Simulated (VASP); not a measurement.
Wanted: the native input for a VASP 6.6.1 run.

| Quantity | Value |
| --- | --- |
| Task | relaxation of the atoms |
| Functional | PBE |
| Dispersion | D3(BJ) |
| Potentials or basis | VASP PAW PBE potentials, release 64 (As, Pt) |
| Cutoff | 600 eV |
| k mesh | 6 × 6 × 6 |
| Occupations | gaussian, width 0.03 eV |
| Spin | no spin polarisation |
| Further INCAR settings | ALGO = Normal; EDIFF = 1e-07; IBRION = 2; EDIFFG = -0.01; NSW = 40 |

The structure of As2Pt (Sperrylite) lies in POSCAR:

```
As2Pt                                   
1.0
    5.9518398352      0.0000000000     -0.0000000000
    0.0000000000      5.9518398352      0.0000000000
    0.0000000000     -0.0000000000      5.9518398352
  As              Pt            
     8     4
Direct
     0.3830668803572136    0.3830668803572136    0.3830668803572136
     0.1169331196427864    0.6169331196427864    0.8830668803572136
     0.8830668803572136    0.1169331196427864    0.6169331196427864
     0.6169331196427864    0.8830668803572136    0.1169331196427864
     0.6169331196427864    0.6169331196427864    0.6169331196427864
     0.8830668803572136    0.3830668803572136    0.1169331196427864
     0.1169331196427864    0.8830668803572136    0.3830668803572136
     0.3830668803572136    0.1169331196427864    0.8830668803572136
     0.0000000000000000    0.0000000000000000    0.0000000000000000
     0.5000000000000000    0.0000000000000000    0.5000000000000000
     0.5000000000000000    0.5000000000000000    0.0000000000000000
     0.0000000000000000    0.5000000000000000    0.5000000000000000
```

The cell isn't the ideal one: a relaxed cell with its volume scaled by 0.98.

These files were run (other wordings do the same):

INCAR

```
SYSTEM = As2Pt
PREC = Accurate
ENCUT = 600
EDIFF = 1E-7
ISMEAR = 0
SIGMA = 0.03
LREAL = .FALSE.
LASPH = .TRUE.
NELM = 80
ALGO = Normal
ISIF = 2
LWAVE = .FALSE.
LCHARG = .FALSE.
GGA = PE
IVDW = 12
IBRION = 2
NSW = 40
EDIFFG = -0.01
KPAR = 4
```

KPOINTS

```
Automatic mesh
0
G
  6 6 6
  0 0 0
```

Potentials or basis: VASP PAW PBE potentials, release 64 (As, Pt).

Launch:

```sh
$ cat potpaw_PBE.64/As/POTCAR potpaw_PBE.64/Pt/POTCAR > POTCAR
$ mpirun -np 4 vasp_std > vasp.out
```

It gave:

The energy gained by relaxing is 0.0 meV/atom. The ionic steps are 2, the pressure after relaxing is 3.2 GPa and the band gap on the k mesh is 0.34 eV, indirect (least direct gap 1.09 eV). The dispersion energy per atom is -0.566 eV.

Caveat: spin-orbit coupling is left out, which moves the levels of the heavy elements.

Wall time 59 s on 4 MPI ranks on Intel(R) Xeon(R) 6975P-C (Granite Rapids) (shared host), peak memory 0.49 GiB a rank.
